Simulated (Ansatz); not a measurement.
# CoO: response to strain

CoO is deformed so: equal xy, yz and zx engineering shear strains of -3 %. What stress and forces result, by LAPW, PAW and all-electron datasets made for the crystal?

Program: Ansatz 0.2.0. Level of theory: DFT LDA, scalar-relativistic. These are calculated values, not measurements.

## Step 1: Starting point

Symmetry: I4/mmm, No. 139, tetragonal system. The conventional cell has a = 3.016 Å, b = 3.016 Å, c = 4.214 Å, α = 90.00°, β = 90.00°, γ = 90.00°. Around Co (site symmetry 4/mmm) lie 6 O at 2.11 to 2.13 Å. Around O (site symmetry 4/mmm) lie 6 Co at 2.11 to 2.13 Å.

As a file:

```xyz
2
Lattice="-1.5080 1.5080 2.1072 1.5080 -1.5080 2.1072 1.5080 1.5080 -2.1072" Properties=species:S:1:pos:R:3 pbc="T T T"
Co    0.0000    0.0000    0.0000
O     0.0000    0.0000    2.1072
```

Atoms are numbered in the order of the input: Co1, O2.

## Step 2: After the deformation

Space group I4/mmm before, C2/m after.

## Step 3: LAPW, all electrons

Input file input.yaml:

```yaml
crystal:
  lattice:
    - [-1.5622289045, 1.4990114059, 2.1072499549]
    - [1.4990114059, -1.5622289045, 2.1072499549]
    - [1.5169888999, 1.5169888999, -2.1524899595]
  atoms:
    - { symbol: Co, position: [0.0, 0.0, 0.0], spin: 2.0 }
    - { symbol: O, position: [0.5, 0.5, 0.0] }
magnetization:
  spin_polarized: true
kpoints:
  mp_grid: { grid: [13, 13, 15] }
  band_path:
    path:
      - [0.0, 0.0, 0.0]
      - [0.5, 0.5, -0.5]
      - [0.2483398097, 0.7516601903, -0.5]
      - [-0.2483398097, 0.2483398097, 0.5]
      - [0.0, 0.0, 0.5]
      - [0.0, 0.0, 0.0]
      - [-0.5, 0.5, 0.0]
      - [0.0, 0.5, 0.0]
      - [0.0, 0.0, 0.0]
    npoints: 5
scf:
  occupations: { method: fermi_dirac, width: 0.03 }
hamiltonian:
  xc: lda
  pseudopotentials: { kind: all_electron, lapw: { basis_error: 0.001 } }
output:
  forces: true
  stress: true
  eigenvalues: true
```

Command:

```
ansatz run input.yaml --threads 1 --pin off --max-ram 3072MiB --backend cpu --events-out ev --progress --plain --runs-dir out
```

## Step 4: Frozen-core PAW

Input file input.yaml:

```yaml
crystal:
  lattice:
    - [-1.5622289045, 1.4990114059, 2.1072499549]
    - [1.4990114059, -1.5622289045, 2.1072499549]
    - [1.5169888999, 1.5169888999, -2.1524899595]
  atoms:
    - { symbol: Co, position: [0.0, 0.0, 0.0], spin: 2.0 }
    - { symbol: O, position: [0.5, 0.5, 0.0] }
magnetization:
  spin_polarized: true
kpoints:
  mp_grid: { grid: [13, 13, 15] }
scf:
  occupations: { method: fermi_dirac, width: 0.03 }
hamiltonian:
  xc: lda
  pseudopotentials: { kind: paw }
output:
  forces: true
  stress: true
  eigenvalues: true
  efg: { contact_densities: true }
  write_density: true
  write_potential: true
  elf: true
  volumetric_format: npy
```

## Step 5: All-electron PAW on datasets made for the crystal

input.yaml, as its differences from that of step 4:

```diff
@@ -16,3 +16,3 @@
   xc: lda
-  pseudopotentials: { kind: paw }
+  pseudopotentials: { kind: all_electron, datasets: crystal }
 output:
@@ -22,5 +22 @@
   efg: { contact_densities: true }
-  write_density: true
-  write_potential: true
-  elf: true
-  volumetric_format: npy
```

(Steps that only read results are left out.)

**Question.** What will these runs give? Wanted: pressure; largest shear or deviatoric stress.

**Answer**, as computed:

```
                                 quantity                                                 value
                                 pressure  LAPW -18.05, PAW -17.92, crystal datasets -18.05 GPa
largest shear or deviatoric stress (LAPW)                                              0.54 GPa
```

**Reading.** The largest part of the stress beyond the pressure is 0.54 GPa in size, in the xy component; the atoms are carried along and not relaxed. No run of the undeformed cell stands beside it, so the pressure holds what the given cell had before the change. PAW: stress within 0.14 GPa of LAPW. Crystal datasets: stress within 0.01 GPa of LAPW. Other magnetic orders may lie lower; this is the state that the run reached. With one magnetic atom in the cell only ferromagnetic order fits; the real order can differ. No U acts on the open 3d shell, so the metal found here may be the functional's error.
